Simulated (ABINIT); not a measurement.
Here is an ABINIT 10.8.3 (patched build) calculation.

File run.abi:

```
# Pseudopotentials
pp_dirpath "./"
pseudos "Ga.GGA_PBE-JTH.xml"

# Structure
acell 2.7784220849 3.28160879 4.2103547521 Angstrom
rprim
     1.0000000000     0.0000000000     0.0000000000
     0.0000000000     1.0000000000     0.0000000000
    -0.3190778872     0.0000000000     0.9477284959
ntypat 1
znucl 31
natom 2
typat 1 1
xred
     0.1345962700     0.7500000000     0.7701668300
     0.8654037300     0.2500000000     0.2298331700
chkprim 0
chksymtnons 0
tolsym 1.0e-6

# Plane-wave basis
ecut 462.593566 eV
pawecutdg 34.0
pawxcdev 0

# k points
kptopt 1
ngkpt 8 6 6
nshiftk 1
shiftk 0.0 0.0 0.0

# Exchange and correlation
ixc -116133

# Bands and occupations
nband 17
occopt 3
tsmear 0.05 eV

# SCF cycle
nstep 100
tolvrs 1.0e-9

# Output
iomode 3
prtwf 0
prtden 0
prteig 0
prtebands 0
enunit 2

# Relaxation
ionmov 2
ntime 60
tolmxf 0.0001
optcell 2
dilatmx 1.08
ecutsm 0.5
strtarget 3*-6.797862e-04 3*0.0
```

Potentials or basis: JTH PAW PBE v2.0.

The run is started by

```bash
$ abinit run.abi > log 2>&1
```

(1) What does it give for the band gap on the k mesh?

(2) Estimate the space group after relaxing (to 0.05 Å).

(3) Predict the relaxed cell.

(4) What does it give for the relaxed volume?

Answers

(1) none (metal or under the smearing width).

(2) Cmcm (No. 63).

(3) a = 2.543 Å, b = 3.160 Å, c = 3.892 Å, α = 90.00°, β = 109.14°, γ = 90.00°.

(4) 14.77 Å³/atom.

Caveat: the volume moved by over 15 % at a fixed basis, so the end points are rough; the PAW data sets were made with another functional, which shifts forces and pressure a little.
